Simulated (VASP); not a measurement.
A run of VASP 6.6.1 is set up as follows.

Contents of INCAR:

```
PREC = Accurate
ENCUT = 500
EDIFF = 1E-6
ISMEAR = 1
SIGMA = 0.01
LREAL = F
LASPH = T
NELM = 120
ALGO = Normal
ISIF = 2
LWAVE = F
LCHARG = T
GGA = PE
LELF = T
LVHAR = T
NBANDS = 16
GGA_COMPAT = F
```

Contents of KPOINTS:

```
regular mesh
0
Gamma
  6 6 6
```

Contents of POSCAR:

```
AgCl
1.0
    0.0000000000      2.7709909694      2.7709909694
    2.7709909694      0.0000000000      2.7709909694
    2.7709909694      2.7709909694      0.0000000000
Ag Cl
1 1
Direct
    0.0000000000      0.0000000000      0.0000000000
    0.5000000000      0.5000000000      0.5000000000
```

Potentials or basis: VASP PAW PBE potentials, release 64 (Ag, Cl).

Command:

```console
$ cat potpaw_PBE.64/Ag/POTCAR potpaw_PBE.64/Cl/POTCAR > POTCAR
$ mpirun -np 1 vasp_std > vasp.out
```

Problem. Predict the pressure.

Solution. 1.6 GPa.

Problem. Estimate the band gap on the k mesh.

Solution. 0.91 eV, indirect (least direct gap 3.24 eV).

**Measured values to compare with.**

A printed reference work, data compilation reports, for a bulk crystal of AgCl: band gap 3.249 eV (indirect).

Measured gap of AgCl: 3.249 eV (indirect; a printed reference work, data compilation). This calculation gives 0.91 eV (-2.34 eV). So large a miss can be the level of theory's own, or it may mean another phase, state or a wrong row. Spin-orbit coupling on Ag is left out. The value is that of PBE on a finite k mesh, which can miss the band edges, without temperature or zero-point motion. Semilocal functionals fall short of measured gaps as a rule.
